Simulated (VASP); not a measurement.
Input of a VASP 6.6.1 run:

The input INCAR:

```
SYSTEM = Ni
ALGO = Normal
EDIFF = 1E-7
ENCUT = 520
GGA = PS
ISIF = 2
ISMEAR = 0
LASPH = .TRUE.
LCHARG = .FALSE.
LREAL = .FALSE.
LWAVE = .FALSE.
NBANDS = 17
NELM = 100
PREC = Accurate
SIGMA = 0.1
```

KPOINTS

```
k-points
0
G
  6 6 6
  0 0 0
```

Contents of POSCAR:

```
Ni
1.0
    1.2188474816      0.7037019217      3.9996654002
   -1.2188474816      0.7037019217      3.9996654002
    0.0000000000     -1.4074038432      3.9996654003
Ni
2
Direct
    0.2500003303      0.2500003303      0.2500003303
    0.7499996697      0.7499996697      0.7499996697
```

Potentials or basis: VASP PAW PBE potentials, release 64 (Ni).

Run with:

```console
$ cat potpaw_PBE.64/Ni/POTCAR > POTCAR
$ mpirun -np 1 vasp_std > vasp.out
```

**Question.** What does it give for the band gap on the k mesh?

**Answer.** None (metal or under the smearing width).

**Question.** Predict the pressure.

**Answer.** 0.0 GPa.

Caveat: the k mesh is coarse (spacing up to 0.50 Å⁻¹), so the values aren't converged; the PAW data sets were made with another functional, which shifts forces and pressure a little; the run has no spin polarisation, though such a crystal can be magnetic. Spin polarisation is off, so any magnetic state and its effect on volume and gap are missing.
